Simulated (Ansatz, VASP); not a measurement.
## Two plane-wave programs on LiCl

```xyz
4
Lattice="3.8268 0.0000 0.0000 -1.9134 3.3141 0.0000 0.0000 0.0000 6.3572" Properties=species:S:1:pos:R:3 pbc="T T T"
Li    1.9134    1.1047    5.5690
Li    0.0000    2.2094    2.3904
Cl    1.9134    1.1047    3.1721
Cl    0.0000    2.2094    6.3507
```

Change from the starting cell: strain -0.025 along x and y, +0.000 along z, atoms carried along.

Alike in both runs: task single point; functional LDA; k mesh 9 × 9 × 4; occupations gaussian, width 0.05 eV; no spin polarisation.

|  | VASP | Ansatz |
| --- | --- | --- |
| version | VASP 6.6.1 | Ansatz 0.2.0 |
| potentials or method | VASP PAW LDA potentials, release 64 (Li_sv, Cl) | scalar-relativistic, plane waves, PAW |
| plane-wave cutoff (eV) | 520 | 420 |
| valence electrons in the cell | 20 | 20 |

```tsv
	VASP	Ansatz	Ansatz less VASP
gap on the k mesh at the Fermi level (eV)	5.69	5.68	-0.011
least direct gap on the mesh (eV)	5.69	5.68	-0.011
rms of the force components (eV/Å)	0.025	0.025	-0.0001
```

Atom by atom the forces differ by 0.000 eV/Å (rms over components).

Caveats: an odd mesh through Γ misses points on the zone boundary, where band edges often lie.
